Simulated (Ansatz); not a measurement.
# C53N (Diamond): the cost of one run

Computed with Ansatz 0.2.0 (DFT, PBE, plane-wave PAW, default files, scalar-relativistic, unless a step's input says otherwise).

1 further run of the same task is left out (it didn't finish).

## (1) The starting structure

Symmetry: F-43m, No. 216, cubic system. The conventional cell has a = 10.700 Å, b = 10.700 Å, c = 10.700 Å, α = 90.00°, β = 90.00°, γ = 90.00°. N (site symmetry -43m) is surrounded by 4 C at 1.54 Å. Around C (site symmetry m) lie 4 C at 1.54 Å. C (site symmetry 3m) has 4 C at 1.54 Å as nearest neighbours. C (site symmetry 2mm) has 4 C at 1.54 Å as nearest neighbours. C (site symmetry 3m) is surrounded by 1 N at 1.54 Å and 3 C at 1.54 Å. Only part of the 10 independent sites is listed.

Structure file:

```
CELL_PARAMETERS angstrom
0.00000 5.35011 5.35011
5.35011 0.00000 5.35011
5.35011 5.35011 0.00000
ATOMIC_POSITIONS crystal
N 0.00000 0.00000 0.00000
C 0.00000 0.00000 0.33333
C 0.00000 0.00000 0.66667
C 0.00000 0.33333 0.00000
C 0.00000 0.33333 0.33333
C 0.00000 0.33333 0.66667
C 0.00000 0.66667 0.00000
C 0.00000 0.66667 0.33333
C 0.00000 0.66667 0.66667
C 0.33333 0.00000 0.00000
C 0.33333 0.00000 0.33333
C 0.33333 0.00000 0.66667
C 0.33333 0.33333 0.00000
C 0.33333 0.33333 0.33333
C 0.33333 0.33333 0.66667
C 0.33333 0.66667 0.00000
C 0.33333 0.66667 0.33333
C 0.33333 0.66667 0.66667
C 0.66667 0.00000 0.00000
C 0.66667 0.00000 0.33333
C 0.66667 0.00000 0.66667
C 0.66667 0.33333 0.00000
C 0.66667 0.33333 0.33333
C 0.66667 0.33333 0.66667
C 0.66667 0.66667 0.00000
C 0.66667 0.66667 0.33333
C 0.66667 0.66667 0.66667
C 0.08333 0.08333 0.08333
C 0.08333 0.08333 0.41667
C 0.08333 0.08333 0.75000
C 0.08333 0.41667 0.08333
C 0.08333 0.41667 0.41667
C 0.08333 0.41667 0.75000
C 0.08333 0.75000 0.08333
C 0.08333 0.75000 0.41667
C 0.08333 0.75000 0.75000
C 0.41667 0.08333 0.08333
C 0.41667 0.08333 0.41667
C 0.41667 0.08333 0.75000
C 0.41667 0.41667 0.08333
C 0.41667 0.41667 0.41667
C 0.41667 0.41667 0.75000
C 0.41667 0.75000 0.08333
C 0.41667 0.75000 0.41667
C 0.41667 0.75000 0.75000
C 0.75000 0.08333 0.08333
C 0.75000 0.08333 0.41667
C 0.75000 0.08333 0.75000
C 0.75000 0.41667 0.08333
C 0.75000 0.41667 0.41667
C 0.75000 0.41667 0.75000
C 0.75000 0.75000 0.08333
C 0.75000 0.75000 0.41667
C 0.75000 0.75000 0.75000
```

Atom 1 of the input is the impurity.

## (2) Gradients at the starting positions

The input, input.yaml:

```yaml
crystal:
  lattice:
    - [0.0, 5.35011, 5.35011]
    - [5.35011, 0.0, 5.35011]
    - [5.35011, 5.35011, 0.0]
  atoms:
    - { symbol: "N", position: [0.0, 0.0, 0.0] }
    - { symbol: C, position: [0.0, 0.0, 0.3333333333] }
    - { symbol: C, position: [0.0, 0.0, 0.6666666667] }
    - { symbol: C, position: [0.0, 0.3333333333, 0.0] }
    - { symbol: C, position: [0.0, 0.3333333333, 0.3333333333] }
    - { symbol: C, position: [0.0, 0.3333333333, 0.6666666667] }
    - { symbol: C, position: [0.0, 0.6666666667, 0.0] }
    - { symbol: C, position: [0.0, 0.6666666667, 0.3333333333] }
    - { symbol: C, position: [0.0, 0.6666666667, 0.6666666667] }
    - { symbol: C, position: [0.3333333333, 0.0, 0.0] }
    - { symbol: C, position: [0.3333333333, 0.0, 0.3333333333] }
    - { symbol: C, position: [0.3333333333, 0.0, 0.6666666667] }
    - { symbol: C, position: [0.3333333333, 0.3333333333, 0.0] }
    - { symbol: C, position: [0.3333333333, 0.3333333333, 0.3333333333] }
    - { symbol: C, position: [0.3333333333, 0.3333333333, 0.6666666667] }
    - { symbol: C, position: [0.3333333333, 0.6666666667, 0.0] }
    - { symbol: C, position: [0.3333333333, 0.6666666667, 0.3333333333] }
    - { symbol: C, position: [0.3333333333, 0.6666666667, 0.6666666667] }
    - { symbol: C, position: [0.6666666667, 0.0, 0.0] }
    - { symbol: C, position: [0.6666666667, 0.0, 0.3333333333] }
    - { symbol: C, position: [0.6666666667, 0.0, 0.6666666667] }
    - { symbol: C, position: [0.6666666667, 0.3333333333, 0.0] }
    - { symbol: C, position: [0.6666666667, 0.3333333333, 0.3333333333] }
    - { symbol: C, position: [0.6666666667, 0.3333333333, 0.6666666667] }
    - { symbol: C, position: [0.6666666667, 0.6666666667, 0.0] }
    - { symbol: C, position: [0.6666666667, 0.6666666667, 0.3333333333] }
    - { symbol: C, position: [0.6666666667, 0.6666666667, 0.6666666667] }
    - { symbol: C, position: [0.0833333333, 0.0833333333, 0.0833333333] }
    - { symbol: C, position: [0.0833333333, 0.0833333333, 0.4166666667] }
    - { symbol: C, position: [0.0833333333, 0.0833333333, 0.75] }
    - { symbol: C, position: [0.0833333333, 0.4166666667, 0.0833333333] }
    - { symbol: C, position: [0.0833333333, 0.4166666667, 0.4166666667] }
    - { symbol: C, position: [0.0833333333, 0.4166666667, 0.75] }
    - { symbol: C, position: [0.0833333333, 0.75, 0.0833333333] }
    - { symbol: C, position: [0.0833333333, 0.75, 0.4166666667] }
    - { symbol: C, position: [0.0833333333, 0.75, 0.75] }
    - { symbol: C, position: [0.4166666667, 0.0833333333, 0.0833333333] }
    - { symbol: C, position: [0.4166666667, 0.0833333333, 0.4166666667] }
    - { symbol: C, position: [0.4166666667, 0.0833333333, 0.75] }
    - { symbol: C, position: [0.4166666667, 0.4166666667, 0.0833333333] }
    - { symbol: C, position: [0.4166666667, 0.4166666667, 0.4166666667] }
    - { symbol: C, position: [0.4166666667, 0.4166666667, 0.75] }
    - { symbol: C, position: [0.4166666667, 0.75, 0.0833333333] }
    - { symbol: C, position: [0.4166666667, 0.75, 0.4166666667] }
    - { symbol: C, position: [0.4166666667, 0.75, 0.75] }
    - { symbol: C, position: [0.75, 0.0833333333, 0.0833333333] }
    - { symbol: C, position: [0.75, 0.0833333333, 0.4166666667] }
    - { symbol: C, position: [0.75, 0.0833333333, 0.75] }
    - { symbol: C, position: [0.75, 0.4166666667, 0.0833333333] }
    - { symbol: C, position: [0.75, 0.4166666667, 0.4166666667] }
    - { symbol: C, position: [0.75, 0.4166666667, 0.75] }
    - { symbol: C, position: [0.75, 0.75, 0.0833333333] }
    - { symbol: C, position: [0.75, 0.75, 0.4166666667] }
    - { symbol: C, position: [0.75, 0.75, 0.75] }
total_charge: 1
kpoints:
  mp_grid: { grid: [3, 3, 3] }
scf:
  occupations: { method: fermi_dirac, width: 0.01 }
hamiltonian:
  xc: pbe
  pseudopotentials: { kind: paw }
output:
  forces: true
  stress: true
  populations: true
  efg:
    quadrupole_moments_barn: { "N": 0.02044 }
    contact_densities: true
  write_density: true
  write_potential: true
  elf: true
  volumetric_format: npy
```

Started as:

```console
$ ansatz run input.yaml --threads 1 --pin off --max-ram 3072MiB --backend cpu --events-out ev --progress --plain --runs-dir out
```

Q: Estimate wall time and peak memory on 1 thread of Arm Neoverse V1, shared host.

About 39 s, with a peak of 0.65 GiB.
